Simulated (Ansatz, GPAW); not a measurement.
Given: the input of a run of GPAW 26.7.0 (ASE script) on Si2Ni. 

The input run.py:

```python
from ase.dft.bandgap import bandgap
from ase.io import read, write
from ase.units import Bohr, GPa
from gpaw import GPAW, PW
from gpaw.elf import elf_from_dft_calculation

atoms = read('POSCAR')
atoms.set_initial_magnetic_moments([1.0, 0.0, 0.0])

calc = GPAW(mode=PW(600),
            xc='PBE',
            kpts={'size': (9, 9, 9), 'gamma': True},
            occupations={'name': 'methfessel-paxton', 'order': 0, 'width': 0.023},
            nbands=24,
            convergence={'density': 1e-05, 'energy': 1e-05},
            maxiter=150,
            txt='gpaw.txt')
atoms.calc = calc
energy = atoms.get_potential_energy()
forces = atoms.get_forces()
stress = atoms.get_stress()
calc.write('gs.gpw')
write('result.traj', atoms)
print(f'Energy: {energy:.6f} eV')
print('Forces (eV/A):')
print(forces.round(4))
print('Stress (GPa):', (stress / GPa).round(3))
print('Moments:', calc.get_magnetic_moments().round(3))
print('Fermi level:', round(calc.get_fermi_level(), 4), 'eV')
print(f'Gap: {bandgap(calc)[0]:.4f} eV, direct: {bandgap(calc, direct=True)[0]:.4f} eV')

# fields on the real-space grid
write('density.cube', atoms, data=calc.get_pseudo_density() * Bohr**3)
write('potential.cube', atoms, data=calc.get_electrostatic_potential())
write('spin.cube', atoms, data=(calc.get_pseudo_density(spin=0) - calc.get_pseudo_density(spin=1)) * Bohr**3)
write('elf.cube', atoms, data=elf_from_dft_calculation(calc).data)
```

Contents of POSCAR:

```
Si2Ni
1.0
    0.0000000000      2.7030000000      2.7030000000
    2.7030000000      0.0000000000      2.7030000000
    2.7030000000      2.7030000000      0.0000000000
Ni Si
1 2
Direct
    0.0000000000      0.0000000000      0.0000000000
    0.7500000000      0.7500000000      0.7500000000
    0.2500000000      0.2500000000      0.2500000000
```

Potentials or basis: GPAW PAW data sets (gpaw-data 1.2.1), pw.

Run with:

```bash
$ OMP_NUM_THREADS=1 python run.py
```

Task: What does the same run look like in Ansatz 0.2.0? Potentials or basis there: Ansatz PAW, cutoff 420 eV.

Result: As run (cutoffs and basis follow the program's own potentials, and thresholds, step limits or extra output files can differ):

File input.yaml:

```yaml
crystal:
  lattice:
    - [0.0, 2.703, 2.703]
    - [2.703, 0.0, 2.703]
    - [2.703, 2.703, 0.0]
  atoms:
    - { symbol: Ni, position: [0.0, 0.0, 0.0], spin: 1.0 }
    - { symbol: Si, position: [0.75, 0.75, 0.75] }
    - { symbol: Si, position: [0.25, 0.25, 0.25] }
hamiltonian:
  xc: pbe
  pseudopotentials: { kind: paw }
magnetization:
  spin_polarized: true
kpoints:
  mp_grid: { grid: [9, 9, 9] }
scf:
  occupations: { method: gaussian, width: 0.023 }
output:
  forces: true
  stress: true
  eigenvalues: true
```

Potentials or basis: Ansatz PAW.

The run is started by

```bash
$ ansatz run input.yaml --threads 2 --pin off --max-ram 5632MiB --backend cpu --events-out ev --progress --plain --runs-dir out
```

Both were run:

|  | GPAW | Ansatz |
| --- | --- | --- |
| Pressure | 5.3 GPa | 4.0 GPa |
| Net moment | 0.00 μB per cell | 0.00 μB per cell |

Ansatz's pressure holds a Pulay term of +0.05 GPa for its cutoff of 420 eV, which the other run lacks.

The potentials hold 24 and 26 valence electrons a cell.

Where Ansatz's input types no cutoff or centring, it takes its own default and a Γ-centred mesh.

The magnetic state is the one that the start led to; the real crystal's order can differ.

Pressure is positive in compression.
